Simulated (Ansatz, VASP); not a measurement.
This is a calculation of Pt for VASP 6.6.1.

INCAR

```
SYSTEM = Pt
ALGO     = Normal         ! electronic algorithm
EDIFF    = 1E-7           ! SCF threshold, eV
ENCUT    = 520            ! plane-wave cutoff, eV
GGA      = PS             ! functional
ISIF     = 2              ! what is computed and relaxed
ISMEAR   = -1             ! smearing method
LASPH    = .TRUE.         ! aspherical terms in the spheres
LCHARG   = .FALSE.        ! write CHGCAR
LREAL    = .FALSE.        ! projectors in reciprocal space
LWAVE    = .FALSE.        ! write WAVECAR
NBANDS   = 17             ! bands
NELM     = 60             ! most SCF steps
PREC     = Accurate       ! precision mode
SIGMA    = 0.05           ! smearing width, eV
```

Contents of KPOINTS:

```
k-points
0
G
  11 11 6
  0 0 0
```

File POSCAR:

```
Pt
1.0
    2.7606656158      0.0000000000      0.0000000000
   -1.3803328079      2.3908065546      0.0000000000
    0.0000000000      0.0000000000      4.7921340000
Pt
2
Direct
    0.3284440000      0.6879730000      0.2528560000
    0.6733180000      0.3227900000      0.7433810000
```

Potentials or basis: VASP PAW PBE potentials, release 64 (Pt).

The run is started by

```sh
$ cat potpaw_PBE.64/Pt/POTCAR > POTCAR
$ mpirun -np 1 vasp_std > vasp.out
```

**Question.** Set up the same calculation for Ansatz 0.2.0. Potentials there: Ansatz PAW.

**Answer.** As run (the cutoff follows the program's own potentials):

input.yaml

```yaml
crystal:
  lattice:
    - [2.7606656158, 0.0, 0.0]
    - [-1.3803328079, 2.3908065546, 0.0]
    - [0.0, 0.0, 4.792134]
  atoms:
    - { symbol: Pt, position: [0.328444, 0.687973, 0.252856] }
    - { symbol: Pt, position: [0.673318, 0.32279, 0.743381] }
hamiltonian:
  xc: pbesol
  pseudopotentials: { kind: paw }
kpoints:
  mp_grid: { grid: [11, 11, 6] }
scf:
  occupations: { method: fermi_dirac, width: 0.05 }
output:
  forces: true
  stress: true
  eigenvalues: true
```

Potentials or basis: Ansatz PAW.

Run with:

```console
$ ansatz run input.yaml --threads 1 --pin off --max-ram 3584MiB --backend cpu --events-out ev --progress --plain --runs-dir out
```

Both were run:

|  | VASP | Ansatz | Ansatz less VASP |
| --- | --- | --- | --- |
| gap on the k mesh at the Fermi level (eV) | none | none | - |
| pressure (GPa) | -10.7 | -10.3 | +0.38 |
| largest component of the traceless stress (GPa) | 0.52 | 0.44 | -0.084 |
| rms of the force components (eV/Å) | 0.238 | 0.239 | +0.0014 |

Atom by atom the forces differ by 0.001 eV/Å (rms over components). A gap of «none» marks a metal or a gap that the smearing closes. The two sets of potentials don't hold the same shells in valence.

Caveats: the PAW data sets were made with another functional, which shifts forces and pressure a little (VASP); the PAW data sets come from PBE, with cores solved anew for the run's functional, which leaves a small shift of forces and pressure (Ansatz). Spin-orbit coupling is left out, which matters for the levels of Pt.
